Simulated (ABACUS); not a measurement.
# LiF (Griceite) (Fm-3m) in ABACUS: equation of state

Aim: energy against volume of LiF (Griceite) in PBEsol, for its equilibrium volume and stiffness.

Everything below comes from runs of ABACUS 3.10.1. Logs are shortened: lines on timing, memory, paths and dates and some standing lists are left out, and cuts for length are marked.

## (1) Starting point

It takes space group Fm-3m (No. 225, cubic). The conventional cell has a = 4.028 Å, b = 4.028 Å, c = 4.028 Å, α = 90.00°, β = 90.00°, γ = 90.00°. F (site symmetry m-3m) is surrounded by 6 Li at 2.01 Å. Li (site symmetry m-3m) is surrounded by 6 F at 2.01 Å.

## (2) Equation of state, PBEsol, 7.68 Å³/atom (volume scaled by 0.94)

INPUT reads:

```
INPUT_PARAMETERS
suffix              LiF
calculation         scf
basis_type          pw
pseudo_dir          ./
symmetry            1
dft_functional      pbesol
ecutwfc             84
pseudo_rcut         7
nspin               1
nbands              9
ks_solver           dav
smearing_method     fd
smearing_sigma      0.00367493
scf_thr             1e-08
scf_nmax            100
mixing_type         broyden
mixing_beta         0.7
cal_force           1
cal_stress          1
kpar                4
```

STRU reads:

```
ATOMIC_SPECIES
F 18.9984 F.upf
Li 6.9400 Li.upf

LATTICE_CONSTANT
1.8897261246

LATTICE_VECTORS
0.0000000000 1.9728864230 1.9728864230
1.9728864230 0.0000000000 1.9728864230
1.9728864230 1.9728864230 0.0000000000

ATOMIC_POSITIONS
Direct

F
0.0
1
0.5000000000 0.5000000000 0.5000000000 1 1 1

Li
0.0
1
0.0000000000 0.0000000000 0.0000000000 1 1 1
```

KPT reads:

```
K_POINTS
0
Gamma
11 11 11 0 0 0
```

Potentials or basis: PseudoDojo NC SR 0.4.1 PBEsol standard, plane waves.

Launch:

```bash
$ OMP_NUM_THREADS=1 mpirun -np 4 abacus > log
```

running log:

```text
ABACUS v3.10.1

               Atomic-orbital Based Ab-initio Computation at UStc

 ------------------------------------------------------------------------------------

 READING GENERAL INFORMATION
                           global_out_dir = OUT.LiF/
                           global_in_card = INPUT
                               pseudo_dir = ./
                              orbital_dir =
                                    DSIZE = 4
                                    GSIZE = 1

 READING UNITCELL INFORMATION
                                    ntype = 2
                  lattice constant (Bohr) = 1.88973
              lattice constant (Angstrom) = 1

 READING ATOM TYPE 1
                               atom label = F
                      L=0, number of zeta = 1
                      L=1, number of zeta = 1
                      L=2, number of zeta = 1
             number of atom for this type = 1

 READING ATOM TYPE 2
                               atom label = Li
                      L=0, number of zeta = 1
                      L=1, number of zeta = 1
                      L=2, number of zeta = 1
             number of atom for this type = 1

                        TOTAL ATOM NUMBER = 2
DIRECT COORDINATES
    atom                   x                   y                   z     mag                  vx                  vy                  vz
taud_F1            0.5000000000        0.5000000000        0.5000000000  0.0000        0.0000000000        0.0000000000        0.0000000000
taud_Li1            0.0000000000        0.0000000000        0.0000000000  0.0000        0.0000000000        0.0000000000        0.0000000000

                          Volume (Bohr^3) = 103.641
                             Volume (A^3) = 15.358

 Lattice vectors: (Cartesian coordinate: in unit of a_0)
                   +0            +1.97289            +1.97289
             +1.97289                  +0            +1.97289
             +1.97289            +1.97289                  +0
 Reciprocal vectors: (Cartesian coordinate: in unit of 2 pi/a_0)
            -0.253436           +0.253436           +0.253436
            +0.253436           -0.253436           +0.253436
            +0.253436           +0.253436           -0.253436
 The esolver type has been set to : ksdft_pw

                PAO radial cut off (Bohr) = 7

 Read in pseudopotential file is F.upf
                     pseudopotential type = NC
          exchange-correlation functional = PBESOL
                 nonlocal core correction = 1
                        valence electrons = 7
                                     lmax = 2
                           number of zeta = 2
                     number of projectors = 5
                           L of projector = 0
                           L of projector = 0
[... 174 lines left out ...]
 projector 1 L=0
 projector 2 L=0
 projector 3 L=1
 projector 4 L=1
      TOTAL NUMBER OF NONLOCAL PROJECTORS = 21

 Init Non-Local PseudoPotential table :
 Init Non-Local-Pseudopotential done.

                                     npwx = 1363

 Make real space PAO into reciprocal space.
       max mesh points in Pseudopotential = 701
     dq(describe PAO in reciprocal space) = 0.01
                                    max q = 1104

 number of pseudo atomic orbitals for F is 2
WARNING: norm of atomic wavefunction # 2 of atomic type F is 0.999994, renormalized

 number of pseudo atomic orbitals for Li is 2
WARNING: norm of atomic wavefunction # 2 of atomic type Li is 0.9722, renormalized

 -------------------------------------------
 SELF-CONSISTENT
 -------------------------------------------
                                 init_chg = atomic

 PW ALGORITHM --------------- ION=   1  ELEC=   1--------------------------------

 Density error is 0.121844423155
                          Error Threshold = 0.01
----------------------------------------------------------
     Energy           Rydberg                 eV
----------------------------------------------------------
 E_KohnSham     -63.6472185777       -865.9648345082
 E_Harris       -61.9577806676       -842.9788525134
 E_Fermi        0.1882005006         2.5605991751
----------------------------------------------------------
[... 63 lines left out ...]
 Density error is 2.28935140393e-10
                          Error Threshold = 1.67181590745e-10
----------------------------------------------------------
     Energy           Rydberg                 eV
----------------------------------------------------------
 E_KohnSham     -63.6907847695       -866.5575829568
 E_KS(sigma->0) -63.6907847695       -866.5575829568
 E_Harris       -63.6907392582       -866.5569637436
 E_band         -8.3256051024        -113.2756686901
 E_one_elec     -23.6393867923       -321.6303576012
 E_Hartree      16.0356072746        218.1756298243
 E_xc           -14.2853950633       -194.3627710424
 E_Ewald        -41.8016101884       -568.7400841375
 E_entropy(-TS) -0.0000000000        -0.0000000000
 E_descf        0.0000000000         0.0000000000
 E_exx          0.0000000000         0.0000000000
 E_Fermi        0.7284943702         9.9116743955
----------------------------------------------------------

 charge density convergence is achieved
 final etot is -866.55758296 eV
 EFERMI = 9.9116743955 eV

 STATE ENERGY(eV) AND OCCUPATIONS    NSPIN == 1
 1/14 kpoint (Cartesian) = 0.0000 0.0000 0.0000 (1363 pws)
       1       -38.7330     0.00150263
       2       -18.6326     0.00150263
       3        1.32608     0.00150263
       4        1.32608     0.00150263
       5        1.32608     0.00150263
       6        10.8381    1.34889e-11
       7        26.0599        0.00000
       8        26.0599        0.00000
       9        26.0599        0.00000
[... 45 lines left out ...]
 6/14 kpoint (Cartesian) = 0.11520 0.11520 0.11520 (1356 pws)
       1       -38.6520      0.0120210
       2       -18.1621      0.0120210
       3       -1.36008      0.0120210
       4        1.07911      0.0120210
       5        1.07911      0.0120210
       6        12.2878    2.75906e-23
       7        18.6244    2.52187e-78
       8        20.6846        0.00000
       9        20.6846        0.00000

[... levels at 8 further k points ...]

------------------------------------------------------------------------------------------
 TOTAL-FORCE (eV/Angstrom)
------------------------------------------------------------------------------------------
                        F1         0.0000000000         0.0000000000         0.0000000000
                       Li1         0.0000000000         0.0000000000         0.0000000000
------------------------------------------------------------------------------------------

----------------------------------------------------------------
 TOTAL-STRESS (KBAR)
----------------------------------------------------------------
        33.4160852089         0.0000000000         0.0000000000
         0.0000000000        33.4160852089        -0.0000000000
         0.0000000000        -0.0000000000        33.4160852089
----------------------------------------------------------------
 TOTAL-PRESSURE: 33.416085 KBAR

 --------------------------------------------
 !FINAL_ETOT_IS -866.5575829567819710 eV
 --------------------------------------------
```

stdout:

```text
ABACUS v3.10.1

               Atomic-orbital Based Ab-initio Computation at UStc

%%%%%%%%%%%%%%%%%%%%%%%%%%%%%%%%%%%%%%%%%%%%%%%%%%%%%%%%%%%%%%%%%%%%%%%%%%%%%%%%%%%%%%%%%%%%%%%%%%%%%%%%%
 Warning: the number of valence electrons in pseudopotential > 1 for Li: [He] 2s1
[... 33 lines left out ...]
 TOTAL-STRESS (KBAR)
----------------------------------------------------------------
        33.4160852089         0.0000000000         0.0000000000
         0.0000000000        33.4160852089        -0.0000000000
         0.0000000000        -0.0000000000        33.4160852089
----------------------------------------------------------------
 TOTAL-PRESSURE: 33.416085 KBAR
```

Wall time 1.8 s (4 MPI ranks of Intel Xeon Platinum 8488C (Sapphire Rapids), shared host); peak memory 0.24 GiB.

What came out:

```yaml
Free_energy: -866.5576 eV
Pressure: 3.3 GPa
Band_gap_on_the_k_mesh: 9.51 eV, direct
```

Caveat: an odd mesh through Γ misses points on the zone boundary, where band edges often lie.

## (3) Equation of state, PBEsol, 7.84 Å³/atom (volume scaled by 0.96)

INPUT is that of step 2.

STRU: that of step 2 with these lines changed.

```diff
@@ -8,5 +8,5 @@
 LATTICE_VECTORS
-0.0000000000 1.9728864230 1.9728864230
-1.9728864230 0.0000000000 1.9728864230
-1.9728864230 1.9728864230 0.0000000000
+0.0000000000 1.9867804471 1.9867804471
+1.9867804471 0.0000000000 1.9867804471
+1.9867804471 1.9867804471 0.0000000000
```

KPT is that of step 2.

Potentials or basis: PseudoDojo NC SR 0.4.1 PBEsol standard, plane waves.

Launch:

```bash
$ OMP_NUM_THREADS=1 mpirun -np 4 abacus > log
```

It took 2.2 s on 4 MPI ranks of Intel Xeon Platinum 8488C (Sapphire Rapids), shared host; peak memory 0.24 GiB.

It converged, with:

| Item | Value |
| --- | --- |
| Free energy | -866.5626 eV |
| Pressure | 1.6 GPa |
| Band gap on the k mesh | 9.31 eV, direct |

Caveat: an odd mesh through Γ misses points on the zone boundary, where band edges often lie.

## (4) Equation of state, PBEsol, 8.01 Å³/atom (volume scaled by 0.98)

INPUT is that of step 3.

STRU: that of step 3 with these lines changed.

```diff
@@ -8,5 +8,5 @@
 LATTICE_VECTORS
-0.0000000000 1.9867804471 1.9867804471
-1.9867804471 0.0000000000 1.9867804471
-1.9867804471 1.9867804471 0.0000000000
+0.0000000000 2.0004828142 2.0004828142
+2.0004828142 0.0000000000 2.0004828142
+2.0004828142 2.0004828142 0.0000000000
```

KPT is that of step 3.

Launch:

```bash
$ OMP_NUM_THREADS=1 mpirun -np 4 abacus > log
```

Wall time 2.6 s (4 MPI ranks of Intel Xeon Platinum 8488C (Sapphire Rapids), shared host); peak memory 0.24 GiB.

The run converged. Its results:

```
Free energy            : -866.5642 eV
Pressure               : 0.0 GPa
Band gap on the k mesh : 9.12 eV, direct
```

Caveat: an odd mesh through Γ misses points on the zone boundary, where band edges often lie.

[end of part 1 of 2]
